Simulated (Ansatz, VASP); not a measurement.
## BN: VASP beside Ansatz

The input INCAR:

```
SYSTEM = BN
ALGO     = Normal         ! electronic algorithm
EDIFF    = 1E-7           ! SCF threshold, eV
ENCUT    = 520            ! plane-wave cutoff, eV
GGA      = PE             ! functional
ISIF     = 2              ! what is computed and relaxed
ISMEAR   = 0              ! smearing method
LASPH    = .TRUE.         ! aspherical terms in the spheres
LCHARG   = .TRUE.         ! write CHGCAR
LELF     = .TRUE.         ! ELF
LREAL    = .FALSE.        ! projectors in reciprocal space
LVHAR    = .TRUE.       
LWAVE    = .FALSE.        ! write WAVECAR
NBANDS   = 16             ! bands
NELM     = 60             ! most SCF steps
PREC     = Accurate       ! precision mode
SIGMA    = 0.01           ! smearing width, eV
```

KPOINTS

```
k-points
0
G
  9 9 6
  0 0 0
```

POSCAR

```
BN
1.0
    2.4748679344      0.0000000000      0.0000000000
   -1.2374339672      2.1432985022      0.0000000000
    0.0000000000      0.0000000000      3.9816572378
B N
2 2
Direct
    0.0000000000      0.0000000000      0.0000000000
    0.0000000000      0.0000000000      0.5000000000
    0.3333333333      0.6666666667      0.2500000000
    0.6666666667      0.3333333333      0.7500000000
```

Input for Ansatz:

```yaml
crystal:
  lattice:
    - [2.4748679344, 0.0, 0.0]
    - [-1.2374339672, 2.1432985022, 0.0]
    - [0.0, 0.0, 3.9816572378]
  atoms:
    - { symbol: B, position: [0.0, 0.0, 0.0] }
    - { symbol: B, position: [0.0, 0.0, 0.5] }
    - { symbol: "N", position: [0.3333333333, 0.6666666667, 0.25] }
    - { symbol: "N", position: [0.6666666667, 0.3333333333, 0.75] }
kpoints:
  mp_grid: { grid: [9, 9, 6] }
hamiltonian:
  xc: pbe
scf:
  occupations: { method: fixed }
  n_extra_bands: 5
output:
  forces: true
  stress: true
  eigenvalues: true
```

Alike in both runs: task single point; functional PBE; k mesh 9 × 9 × 6; no spin polarisation.

|  | VASP | Ansatz |
| --- | --- | --- |
| version | VASP 6.6.1 | Ansatz 0.2.0 |
| potentials or method | VASP PAW PBE potentials, release 64 (B, N) | plane waves, PAW |
| plane-wave cutoff (eV) | 520 | 420 |
| occupations | gaussian, width 0.01 eV | fixed |
| valence electrons in the cell | 16 | 16 |

```tsv
	VASP	Ansatz	Ansatz less VASP
gap on the k mesh at the Fermi level (eV)	1.70	1.70	+0.001
pressure (GPa)	11.8	11.9	+0.16
largest component of the traceless stress (GPa)	0.64	0.81	+0.166
```

Caveats: an odd mesh through Γ misses points on the zone boundary, where band edges often lie. A hybrid or GW would open this gap; PBE tends to underestimate it.
